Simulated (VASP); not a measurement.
Set up this calculation in VASP 6.6.1, as the native input.

- Task: relaxation of cell and atoms
- Functional: PBE
- Potentials or basis: VASP PAW PBE potentials, release 64 (Si, Mg)
- Cutoff: 700 eV
- k mesh: 8 × 8 × 8
- Occupations: gaussian, width 0.02 eV
- Spin: no spin polarisation
- Further INCAR settings: ALGO = Fast; EDIFF = 1e-06; IBRION = 2; EDIFFG = -0.005; NSW = 60; ISIF = 3

The structure of Mg2Si lies in POSCAR:

```
Mg2Si
1.0
    0.0000000000      3.1650000000      3.1650000000
    3.1650000000      0.0000000000      3.1650000000
    3.1650000000      3.1650000000      0.0000000000
Si Mg
1 2
Direct
    0.0000000000      0.0000000000      0.0000000000
    0.2500000000      0.2500000000      0.2500000000
    0.7500000000      0.7500000000      0.7500000000
```

The cell was built by a generator and needn't be a form met in nature.

The input as run:

INCAR

```
SYSTEM = Mg2Si
  PREC = Accurate
  ENCUT = 700
  EDIFF = 1E-6
  ISMEAR = 0
  SIGMA = 0.02
  LREAL = .FALSE.
  LASPH = .TRUE.
  NELM = 120
  ALGO = Fast
  ISIF = 3
  LWAVE = .FALSE.
  LCHARG = .FALSE.
  GGA = PE
  IBRION = 2
  NSW = 60
  EDIFFG = -0.005
```

KPOINTS

```
Automatic mesh
0
G
  8 8 8
  0 0 0
```

Potentials or basis: VASP PAW PBE potentials, release 64 (Si, Mg).

Run with:

```sh
$ cat potpaw_PBE.64/Si/POTCAR potpaw_PBE.64/Mg/POTCAR > POTCAR
$ mpirun -np 1 vasp_std > vasp.out
```

It gave:

```
Relaxed volume                         : 21.43 Å³/atom
Relaxed cell                           : a = 4.497 Å, b = 4.497 Å, c = 4.497 Å, α = 60.00°, β = 60.00°, γ = 60.00°
Space group after relaxing (to 0.05 Å) : Fm-3m (No. 225)
Energy gained by relaxing              : 0.7 meV/atom
Ionic steps                            : 3
Pressure after relaxing                : 0.0 GPa
Band gap on the k mesh                 : 0.21 eV, indirect (least direct gap 1.85 eV)
```

Wall time 45 s on 1 thread of Intel(R) Xeon(R) Platinum 8488C (Sapphire Rapids), on a shared host, peak memory 0.25 GiB.
